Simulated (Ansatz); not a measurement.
TiTe2:

```
Ti Te
1.0
     3.02557    0.00000    0.00000
     0.00000    3.02557    0.00000
     0.00000    0.00000    9.30163
Ti Te
1 2
Cartesian
  0.0000 0.0000 0.0000
  0.0000 0.0000 2.7376
  0.0000 0.0000 6.5641
```

The cell was built by a generator and needn't be a form met in nature.

```yaml
Program: Ansatz 0.2.0
Task: relaxation of cell and atoms
Functional: revPBE
Dispersion: D3(BJ)
Potentials_or_basis: Ansatz PAW
Cutoff: "420 eV (not typed: the program's choice for these potentials)"
k_mesh: 9 × 9 × 3
Occupations: fermi-dirac, width 0.05 eV
Spin: no spin polarisation
```

At the start: volume 28.38 Å³/atom.

How do energy, volume and symmetry change on relaxing?

It ends after 5 steps and the volume is 27.60 Å³/atom (-2.8 %); space group P4/mmm (No. 123, to 0.05 Å).

Step by step:
```csv
step,energy change (eV),largest force (eV/Å),volume (Å³)
1,0.0000,0.0353,85.15
2,-0.0079,0.0269,82.89
3,-0.0100,0.0182,82.79
4,-0.0100,0.0003,82.79
5,-0.0096,0.0003,82.79
```

Final structure:
```
Ti Te
1.0
     3.01014    0.00000    0.00000
     0.00000    3.01014    0.00000
     0.00000    0.00000    9.13662
Ti Te
1 2
Direct
  0.00000 0.00000 0.00000
  0.00000 0.00000 0.29890
  0.00000 0.00000 0.70110
```

Caveat: the plane-wave basis is chosen anew once the cell has moved, so the energies of steps on either side of that aren't comparable; the PAW data sets come from PBE, with cores solved anew for the run's functional, which leaves a small shift of forces and pressure.
